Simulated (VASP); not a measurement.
Wanted: the native input for a VASP 6.6.1 run.

| Item | Value |
| --- | --- |
| Task | band structure |
| Functional | PBE |
| Potentials or basis | VASP PAW PBE potentials, release 54 (Te, Mo) |
| Cutoff | 500 eV |
| k mesh | 9 × 9 × 2 |
| Occupations | fermi-dirac, width 0.05 eV |
| Spin | no spin polarisation |
| Further INCAR settings | ALGO = Normal; EDIFF = 1e-06; NBANDS = 27 |

The structure of Te2Mo lies in POSCAR:

```
Te2Mo
1.0
    3.5182000000      0.0000000000      0.0000000000
   -1.7591000000      3.0468505756      0.0000000000
    0.0000000000      0.0000000000     13.9736000000
Te Mo
4 2
Direct
    0.6666666667      0.3333333333      0.3790000000
    0.3333333333      0.6666666667      0.8790000000
    0.6666666667      0.3333333333      0.1210000000
    0.3333333333      0.6666666667      0.6210000000
    0.6666666667      0.3333333333      0.7500000000
    0.3333333333      0.6666666667      0.2500000000
```

One way to write it, as run:

INCAR

```
PREC     = Accurate       # precision mode
ENCUT    = 500            # plane-wave cutoff, eV
EDIFF    = 1E-6           # SCF threshold, eV
ISMEAR   = -1             # smearing method
SIGMA    = 0.05           # smearing width, eV
LREAL    = False          # projectors in reciprocal space
LASPH    = True           # aspherical terms in the spheres
NELM     = 80             # most SCF steps
ALGO     = Normal         # electronic algorithm
ISIF     = 2              # what is computed and relaxed
LWAVE    = False          # write WAVECAR
LCHARG   = False          # write CHGCAR
LMAXMIX  = 4              # l up to which the mixer works
GGA      = PE             # functional
NBANDS   = 27             # bands
```

KPOINTS

```
Automatic mesh
0
Gamma
  9 9 2
```

KPOINTS_OPT

```
path GMKGALHA,LM,KH
15
line-mode
reciprocal
 0.0000000000  0.0000000000  0.0000000000  G
 0.5000000000  0.0000000000  0.0000000000  M

 0.5000000000  0.0000000000  0.0000000000  M
 0.3333333333  0.3333333333  0.0000000000  K

 0.3333333333  0.3333333333  0.0000000000  K
 0.0000000000  0.0000000000  0.0000000000  G

 0.0000000000  0.0000000000  0.0000000000  G
 0.0000000000  0.0000000000  0.5000000000  A

 0.0000000000  0.0000000000  0.5000000000  A
 0.5000000000  0.0000000000  0.5000000000  L

 0.5000000000  0.0000000000  0.5000000000  L
 0.3333333333  0.3333333333  0.5000000000  H

 0.3333333333  0.3333333333  0.5000000000  H
 0.0000000000  0.0000000000  0.5000000000  A

 0.5000000000  0.0000000000  0.5000000000  L
 0.5000000000  0.0000000000  0.0000000000  M

 0.3333333333  0.3333333333  0.0000000000  K
 0.3333333333  0.3333333333  0.5000000000  H
```

Potentials or basis: VASP PAW PBE potentials, release 54 (Te, Mo).

Launch:

```sh
$ cat potpaw_PBE.54/Te/POTCAR potpaw_PBE.54/Mo/POTCAR > POTCAR
$ mpirun -np 1 vasp_std > vasp.out
```

Results of the run:

```yaml
Pressure: 2.5 GPa
Largest_force: 0.118 eV/Å
Band_gap_on_the_k_mesh: 0.78 eV, indirect (least direct gap 1.03 eV)
Band_gap_along_the_path: 0.72 eV, indirect (least direct gap 1.03 eV)
```

Caveat: spin-orbit coupling is left out, which moves the levels of the heavy elements; this functional lacks dispersion, which binds the layers, so the pressure and a relaxed spacing across them are unreliable.

Wall time 7 min on 1 thread of Intel(R) Xeon(R) Platinum 8488C (Sapphire Rapids), on a shared host, peak memory 0.34 GiB.
